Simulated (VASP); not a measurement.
A run of VASP 6.6.1 is set up as follows.

File INCAR:

```
SYSTEM = Si
  PREC = Accurate
  ENCUT = 600
  EDIFF = 1E-7
  ISMEAR = -1
  SIGMA = 0.05
  LREAL = .FALSE.
  LASPH = .TRUE.
  NELM = 60
  ALGO = Normal
  ISIF = 3
  LWAVE = .FALSE.
  LCHARG = .FALSE.
  METAGGA = TPSS
  LMIXTAU = .TRUE.
  IBRION = 2
  NSW = 60
  EDIFFG = -0.02
```

Contents of KPOINTS:

```
regular mesh
0
G
  8 8 8
  0 0 0
```

The input POSCAR:

```
Si
1.0
    0.0000000000      2.7218511865      2.7218511865
    2.7218511865      0.0000000000      2.7218511865
    2.7218511865      2.7218511865      0.0000000000
Si
2
Direct
    0.5000000000      0.5000000000      0.5000000000
    0.7500000000      0.7500000000      0.7500000000
```

Potentials or basis: VASP PAW PBE potentials, release 64 (Si).

The run is started by

```sh
$ cat potpaw_PBE.64/Si/POTCAR > POTCAR
$ mpirun -np 1 vasp_std > vasp.out
```

(1) What does it give for the band gap on the k mesh?

(2) Predict the relaxed volume.

(3) What does it give for the relaxed cell?

Results:

(1) 0.71 eV, indirect (least direct gap 2.72 eV).

(2) 20.25 Å³/atom.

(3) a = 3.855 Å, b = 3.855 Å, c = 3.855 Å, α = 60.00°, β = 60.00°, γ = 60.00°.

Caveat: the PAW data sets were made with another functional, which shifts forces and pressure a little.
